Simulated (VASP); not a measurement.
## MgS: G0W0 quasiparticle levels with LDA

The system is MgS.

```
S Mg
1.0
     0.00000    2.83312    2.83312
     2.83312    0.00000    2.83312
     2.83312    2.83312    0.00000
S Mg
1 1
Direct
  0.25000 0.25000 0.25000
  0.00000 0.00000 0.00000
```

The cell comes from a database or a generator and needn't be the stable form of this composition.

```json
{
 "Program": "VASP 6.6.1",
 "Task": "G0W0 quasiparticle levels",
 "Functional": "LDA",
 "Potentials or basis": "VASP PAW LDA potentials, release 64 (S_GW, Mg_GW)",
 "Cutoff": "450 eV",
 "k mesh": "4 × 4 × 4",
 "Occupations": "gaussian, width 0.01 eV",
 "Spin": "no spin polarisation",
 "GW scheme": "G0W0",
 "GW iterations": "1",
 "Cutoff of the response function": "110",
 "Frequency points": "50",
 "Empty bands": "119",
 "Further INCAR settings": "ALGO = EVGW0; EDIFF = 1e-08; NBANDS = 123"
}
```

```json
{
  "Band gap on the k mesh, mean-field level": "3.18 eV, direct",
  "Quasiparticle gap": "4.91 eV",
  "Least direct quasiparticle gap": "4.91 eV"
}
```

Levels at points of the mesh, in eV from the valence-band top:
| k point | band 2 | band 3 | band 4 | band 5 | band 6 | band 7 |
| --- | --- | --- | --- | --- | --- | --- |
| (0.00, 0.00, 0.00) | 0.00 | 0.00 | 0.00 | 3.18 | 7.72 | 7.72 |
| (0.50, 0.00, 0.00) | -3.21 | -0.33 | -0.33 | 4.85 | 7.42 | 7.42 |
| (0.50, 0.50, 0.00) | -2.88 | -1.06 | -1.06 | 3.65 | 5.40 | 10.85 |

Run time: 40 s on 1 thread of Intel(R) Xeon(R) 6975P-C (Granite Rapids), on a shared host, peak memory 0.35 GiB.

Caveat: the k mesh is coarse (spacing up to 0.48 Å⁻¹), so the values aren't converged; bands, screening cutoff and mesh are small and nothing is extrapolated, so the quasiparticle values aren't converged. A k mesh can miss the band edges.
